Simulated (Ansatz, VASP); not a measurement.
# BN: VASP beside Ansatz

```
CELL_PARAMETERS angstrom
2.55462 0.00000 0.00000
-1.27731 2.21237 0.00000
0.00000 0.00000 4.22455
ATOMIC_POSITIONS crystal
B 0.66667 0.33333 0.99981
B 0.33333 0.66667 0.49981
N 0.66667 0.33333 0.62519
N 0.33333 0.66667 0.12519
```

Measurements of this composition are mostly on another form, of space group No. 194.

Alike in both runs: functional PBE; k mesh 12 × 12 × 6; occupations gaussian, width 0.02 eV; no spin polarisation.

Ansatz relaxed the structure, and its values are those at the end. VASP's run is a single point on that final structure, the one shown.

|  | VASP | Ansatz |
| --- | --- | --- |
| version | VASP 6.6.1 | Ansatz 0.2.0 |
| potentials or method | VASP PAW PBE potentials, release 64 (B, N) | scalar-relativistic, plane waves, PAW |
| plane-wave cutoff (eV) | 520 | 520 |
| valence electrons in the cell | 16 | 16 |

Ansatz gave:

- gap on the k mesh at the Fermi level (eV): 5.23
- least direct gap on the mesh (eV): 8.24
- pressure (GPa): 0.0

**Question.** Estimate VASP's values.

**Answer.** gap on the k mesh at the Fermi level (eV): 5.21; least direct gap on the mesh (eV): 8.24; pressure (GPa): 0.2.

A k mesh can miss the band edges.
